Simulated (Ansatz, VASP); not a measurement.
Given: the input of a run of VASP 6.6.1 on Sb.

INCAR

```
  ALGO = Normal
  EDIFF = 1E-6
  ENCUT = 520
  ISIF = 2
  ISMEAR = -1
  LASPH = True
  LCHARG = False
  LREAL = False
  LWAVE = False
  NBANDS = 8
  NELM = 100
  PREC = Accurate
  SIGMA = 0.05
```

Contents of KPOINTS:

```
k-points
0
Gamma
  8 8 8
```

POSCAR

```
Sb
1.0
    3.1809277622      0.0000000000      0.0000000000
    0.0000000000      3.1809277622      0.0000000000
    0.0000000000      0.0000000000      3.1809277622
Sb
1
Direct
    0.0000000000      0.0000000000      0.0000000000
```

Potentials or basis: VASP PAW LDA potentials, release 64 (Sb).

Run with:

```bash
$ cat potpaw_LDA.64/Sb/POTCAR > POTCAR
$ mpirun -np 1 vasp_std > vasp.out
```

Translate it to Ansatz 0.2.0. Potentials there: all-electron LAPW, scalar-relativistic.

As run (the cutoff follows the program's own potentials):

Contents of input.yaml:

```yaml
crystal:
  lattice:
    - [3.1809277622, 0.0, 0.0]
    - [0.0, 3.1809277622, 0.0]
    - [0.0, 0.0, 3.1809277622]
  atoms:
    - { symbol: Sb, position: [0.0, 0.0, 0.0] }
kpoints:
  mp_grid: { grid: [8, 8, 8] }
scf:
  occupations: { method: fermi_dirac, width: 0.05 }
hamiltonian:
  xc: lda
  pseudopotentials: { kind: all_electron, lapw: { basis_error: 0.001 } }
output:
  forces: true
  stress: true
  eigenvalues: true
```

Potentials or basis: all-electron LAPW, scalar-relativistic.

Command:

```sh
$ ansatz run input.yaml --threads 1 --pin off --max-ram 3072MiB --backend cpu --events-out ev --progress --plain --runs-dir out
```

Both were run:

|  | VASP | Ansatz | Ansatz less VASP |
| --- | --- | --- | --- |
| gap on the k mesh at the Fermi level (eV) | none | none | - |
| pressure (GPa) | -6.4 | -6.4 | -0.05 |

A gap of «none» marks a metal or a gap that the smearing closes. Ansatz ran all-electron here, so the differences hold the error of VASP's frozen core and of both bases.

Spin-orbit coupling is left out, which matters for the levels of Sb.
